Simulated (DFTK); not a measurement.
**Au: band structure with r2SCAN**

Au:

```
CELL_PARAMETERS angstrom
2.74841 0.00000 0.00000
0.00000 2.74841 0.00000
0.00000 0.00000 2.74841
ATOMIC_POSITIONS crystal
Au 0.50000 0.50000 0.50000
```

The cell was built by a generator and needn't be a form met in nature.

```
Program                      : DFTK 0.8.2
Task                         : band structure
Functional                   : r2SCAN
Potentials or basis          : SG15 1.2 (PBE)
Cutoff                       : 1225 eV
k mesh                       : 10 × 10 × 10
Occupations                  : fermi-dirac, width 0.05 eV
Spin                         : no spin polarisation
Valence electrons            : Au 19
SCF tolerance on the density : 1e-06
```

```json
{
  "Pressure": "-3.9 GPa",
  "Band gap on the k mesh": "none (metal or under the smearing width)"
}
```

Levels at the corners of the path, in eV from the Fermi level:
```csv
point,band 7,band 8,band 9,band 10,band 11,band 12
Γ,-5.84,-1.56,-1.56,-1.56,14.38,14.38
X,-3.03,-3.03,-1.42,-0.26,2.07,17.07
M,-2.77,-2.77,-0.32,4.08,4.08,6.46
Γ,-5.84,-1.56,-1.56,-1.56,14.38,14.38
R,-5.09,-0.23,-0.23,8.73,8.73,8.73
X,-3.03,-3.03,-1.42,-0.26,2.07,17.07
M,-2.77,-2.77,-0.32,4.08,4.08,6.46
R,-5.09,-0.23,-0.23,8.73,8.73,8.73
```

It took 6.2 min on 1 thread of AMD EPYC 7R43 64-Core Processor (Zen 3), on a shared host, peak memory 1.8 GiB.

Caveat: the potentials were made for another functional, which shifts forces and pressure; spin-orbit coupling is left out, which moves the levels of the heavy elements.
